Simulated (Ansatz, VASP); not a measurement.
# One calculation of GaAs, two programs

File INCAR:

```
PREC = Accurate ; ENCUT = 520
EDIFF = 1E-7 ; ISMEAR = 0
SIGMA = 0.015 ; LREAL = F
LASPH = T ; NELM = 60
ALGO = Fast ; ISIF = 2
LWAVE = F ; LCHARG = F
GGA = PE ; NBANDS = 16
```

The input KPOINTS:

```
regular mesh
0
Gamma
  8 8 8
```

POSCAR

```
GaAs
1.0
    0.0000000000      2.8268500000      2.8268500000
    2.8268500000      0.0000000000      2.8268500000
    2.8268500000      2.8268500000      0.0000000000
As Ga
1 1
Direct
    0.7500000000      0.7500000000      0.7500000000
    0.0000000000      0.0000000000      0.0000000000
```

The input input.yaml:

```yaml
crystal:
  lattice:
    - [0.0, 2.82685, 2.82685]
    - [2.82685, 0.0, 2.82685]
    - [2.82685, 2.82685, 0.0]
  atoms:
    - { symbol: As, position: [0.75, 0.75, 0.75] }
    - { symbol: Ga, position: [0.0, 0.0, 0.0] }
hamiltonian:
  xc: pbe
  pseudopotentials: { kind: paw }
kpoints:
  mp_grid: { grid: [8, 8, 8] }
scf:
  occupations: { method: gaussian, width: 0.015 }
output:
  forces: true
  stress: true
  eigenvalues: true
  write_density: true
  write_potential: true
  elf: true
  volumetric_format: npy
```

Alike in both runs: task single point; functional PBE; k mesh 8 × 8 × 8; occupations gaussian, width 0.015 eV; no spin polarisation.

|  | VASP | Ansatz |
| --- | --- | --- |
| version | VASP 6.6.1 | Ansatz 0.2.0 |
| potentials or method | VASP PAW PBE potentials, release 64 (As, Ga_d) | Ansatz PAW |
| plane-wave cutoff (eV) | 520 | 420 |
| valence electrons in the cell | 18 | 28 |

Ansatz gave:

```
gap on the k mesh at the Fermi level (eV) : 0.52
least direct gap on the mesh (eV)         : 0.52
pressure (GPa)                            : 3.3
```

**Question.** What did VASP give for the same quantities?

**Answer.** gap on the k mesh at the Fermi level (eV): 0.52; least direct gap on the mesh (eV): 0.52; pressure (GPa): 3.5.

The two sets of potentials don't hold the same shells in valence.

A k mesh can miss the band edges. A hybrid or GW would open this gap; PBE tends to underestimate it.
